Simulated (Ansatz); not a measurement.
**Band table of BeS (zincblende type)**

```yaml
crystal:
  lattice:
    - [0.00000, 2.22144, 2.22144]
    - [2.22144, 0.00000, 2.22144]
    - [2.22144, 2.22144, 0.00000]
  atoms:
    - { symbol: Be, position: [0.00000, 0.00000, 0.00000] }
    - { symbol: S, position: [0.25000, 0.25000, 0.25000] }
```

The cell comes from a relaxation on PAW files under the same functional, begun from a prototype that needn't be the stable phase.

Level of theory: DFT with r²SCAN, scalar-relativistic, in Ansatz 0.2.0; a Γ-centred 15×15×15 k mesh, Fermi–Dirac smearing of 0.05 eV, no spin polarisation. LAPW: all electrons, basis error target 1 meV/atom.

This run: volume at 0.76 of the series' base cell.

Path points, in fractions of the reciprocal vectors: Γ (0.000, 0.000, 0.000), X (-0.500, -0.500, 0.000), U (-0.375, -0.375, 0.250), K (-0.375, 0.000, 0.375), L (0.000, 0.000, 0.500), W (-0.500, -0.250, 0.250). The distance column jumps between branches of the path. Levels in eV from the valence-band top; bands 6 to 11, counted from the lowest band of the run. The gap is 2.79 eV, the pressure 44.5 GPa.

```
# k(1/Å) point b6 b7 b8 b9 b10 b11
0.000 Γ -16.46 0.00 0.00 0.00 5.88 5.88
0.177 - -16.37 -0.30 -0.28 -0.28 5.75 6.28
0.354 - -16.12 -1.10 -0.93 -0.93 5.45 7.30
0.530 - -15.71 -2.17 -1.70 -1.70 5.04 8.51
0.707 - -15.16 -3.36 -2.41 -2.41 4.57 7.00
0.884 - -14.51 -4.56 -3.01 -3.01 4.00 5.91
1.061 - -13.84 -5.66 -3.46 -3.46 3.40 5.29
1.237 - -13.28 -6.49 -3.73 -3.73 2.95 4.99
1.414 X -13.05 -6.81 -3.82 -3.82 2.79 4.90
1.477 - -13.04 -6.80 -3.89 -3.81 2.85 4.94
1.539 - -13.04 -6.77 -4.06 -3.78 3.01 5.09
1.602 - -13.03 -6.72 -4.31 -3.73 3.24 5.34
1.664 - -13.02 -6.65 -4.62 -3.66 3.48 5.72
1.727 - -13.01 -6.57 -4.96 -3.57 3.72 6.23
1.789 - -13.01 -6.46 -5.29 -3.47 3.93 6.84
1.852 - -13.01 -6.34 -5.61 -3.34 4.14 7.54
1.914 U -13.04 -6.20 -5.88 -3.20 4.35 8.29
2.780 K -13.04 -6.20 -5.88 -3.20 4.35 8.29
2.968 - -13.25 -6.41 -5.64 -2.68 4.99 10.49
3.155 - -13.72 -6.34 -4.94 -2.08 5.73 9.66
3.343 - -14.36 -5.71 -4.09 -1.44 6.51 8.51
3.530 - -15.03 -4.66 -3.13 -0.87 7.11 7.57
3.718 - -15.63 -3.34 -2.11 -0.44 6.84 7.09
3.905 - -16.08 -1.89 -1.11 -0.17 6.31 6.56
4.093 - -16.36 -0.59 -0.32 -0.04 5.99 6.08
4.280 Γ -16.46 0.00 0.00 0.00 5.88 5.88
4.433 - -16.40 -0.47 -0.09 -0.09 6.03 6.03
4.586 - -16.21 -1.61 -0.31 -0.31 6.40 6.40
4.740 - -15.90 -3.00 -0.61 -0.61 6.65 6.82
4.893 - -15.49 -4.43 -0.90 -0.90 6.80 7.08
5.046 - -15.00 -5.77 -1.15 -1.15 6.90 7.09
5.199 - -14.50 -6.90 -1.35 -1.35 6.95 6.97
5.352 - -14.09 -7.69 -1.47 -1.47 6.84 6.84
5.505 L -13.92 -7.99 -1.51 -1.51 6.80 6.80
5.630 - -13.89 -7.94 -1.73 -1.59 6.63 6.93
5.755 - -13.80 -7.81 -2.31 -1.83 6.43 7.14
5.880 - -13.66 -7.59 -3.06 -2.22 6.31 7.36
6.005 - -13.48 -7.29 -3.84 -2.73 6.31 7.62
6.130 - -13.28 -6.91 -4.56 -3.32 6.45 7.91
6.255 - -13.10 -6.46 -5.13 -3.95 6.71 8.20
6.380 - -12.96 -5.97 -5.50 -4.57 6.99 8.41
6.505 W -12.91 -5.65 -5.62 -4.95 7.13 8.47
6.593 - -12.92 -5.89 -5.35 -4.91 6.78 8.16
6.682 - -12.93 -6.13 -5.06 -4.81 6.05 7.52
6.770 - -12.96 -6.33 -4.76 -4.65 5.24 6.84
6.859 - -12.98 -6.50 -4.47 -4.44 4.46 6.21
6.947 - -13.01 -6.64 -4.22 -4.21 3.79 5.67
7.035 - -13.03 -6.73 -4.02 -4.01 3.26 5.25
7.124 - -13.04 -6.79 -3.88 -3.87 2.91 4.99
7.212 X -13.05 -6.81 -3.82 -3.82 2.79 4.90
```
